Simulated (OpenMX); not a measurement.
Wanted: the native input for an OpenMX 3.8.5 run.

```
Task                : band structure
Functional          : LDA
Potentials or basis : OpenMX 2013 LDA set, Zr7.0-s3p2d2, B7.0-s2p2d1, grid cutoff 400 Ry
k mesh              : 11 × 11 × 9
Occupations         : fermi-dirac, width 0.05 eV
Spin                : no spin polarisation
Mixing scheme       : rmm-diisk
SCF threshold       : 1e-08 Ha
Solver              : band
Max SCF cycles      : 100
```

ZrB2:

```
Zr B
1.0
     3.17000    0.00000    0.00000
    -1.58500    2.74530    0.00000
     0.00000    0.00000    3.53300
Zr B
1 2
Direct
  0.00000 0.00000 0.00000
  0.66667 0.33333 0.50000
  0.33333 0.66667 0.50000
```

One way to write it, as run:

ZrB2.dat

```
System.CurrrentDirectory             ./
System.Name                          ZrB2
DATA.PATH                            ./DFT_DATA13
level.of.stdout                      1
level.of.fileout                     0
Species.Number                       2
<Definition.of.Atomic.Species
  Zr  Zr7.0-s3p2d2           Zr_CA13
  B   B7.0-s2p2d1            B_CA13
Definition.of.Atomic.Species>

Atoms.Number                         3
Atoms.SpeciesAndCoordinates.Unit     FRAC
<Atoms.SpeciesAndCoordinates
    1  Zr    0.0000000000    0.0000000000    0.0000000000   6.000  6.000
    2  B     0.6666666667    0.3333333333    0.5000000000   1.500  1.500
    3  B     0.3333333333    0.6666666667    0.5000000000   1.500  1.500
Atoms.SpeciesAndCoordinates>

Atoms.UnitVectors.Unit               Ang
<Atoms.UnitVectors
     3.1700000000    0.0000000000    0.0000000000
    -1.5850000000    2.7453005300    0.0000000000
     0.0000000000    0.0000000000    3.5330000000
Atoms.UnitVectors>

scf.XcType                           LDA
scf.SpinPolarization                 off
scf.ElectronicTemperature            580.226
scf.energycutoff                     400.0
scf.maxIter                          100
scf.EigenvalueSolver                 band
scf.Kgrid                            11 11 9
scf.Mixing.Type                      rmm-diisk
scf.Init.Mixing.Weight               0.05
scf.Min.Mixing.Weight                0.001
scf.Max.Mixing.Weight                0.3
scf.Mixing.History                   25
scf.Mixing.StartPulay                8
scf.criterion                        1.0e-8
scf.stress.tensor                    on
MD.Type                              nomd
Band.dispersion                      on
Band.Nkpath                          9
<Band.kpath
    8   0.000000  0.000000  0.000000    0.500000  0.000000  0.000000  G M
    4   0.500000  0.000000  0.000000    0.333333  0.333333  0.000000  M K
    9   0.333333  0.333333  0.000000    0.000000  0.000000  0.000000  K G
    6   0.000000  0.000000  0.000000    0.000000  0.000000  0.500000  G A
    8   0.000000  0.000000  0.500000    0.500000  0.000000  0.500000  A L
    4   0.500000  0.000000  0.500000    0.333333  0.333333  0.500000  L H
    9   0.333333  0.333333  0.500000    0.000000  0.000000  0.500000  H A
    6   0.500000  0.000000  0.500000    0.500000  0.000000  0.000000  L M
    6   0.333333  0.333333  0.000000    0.333333  0.333333  0.500000  K H
Band.kpath>
```

Potentials or basis: OpenMX 2013 LDA set, Zr7.0-s3p2d2, B7.0-s2p2d1, grid cutoff 400 Ry.

Command:

```sh
$ openmx ZrB2.dat -nt 1 > ZrB2.std
```

It gave:

```yaml
Pressure: -7.3 GPa
Largest_force: 0.008 eV/Å
Band_gap_along_the_path: none (metal or under the smearing width)
```

Caveat: the basis of atomic orbitals isn't converged, which shifts pressures, moduli and gaps.

Run time: 2.6 min on 1 thread of Arm Neoverse V2 (shared host), peak memory 0.82 GiB.
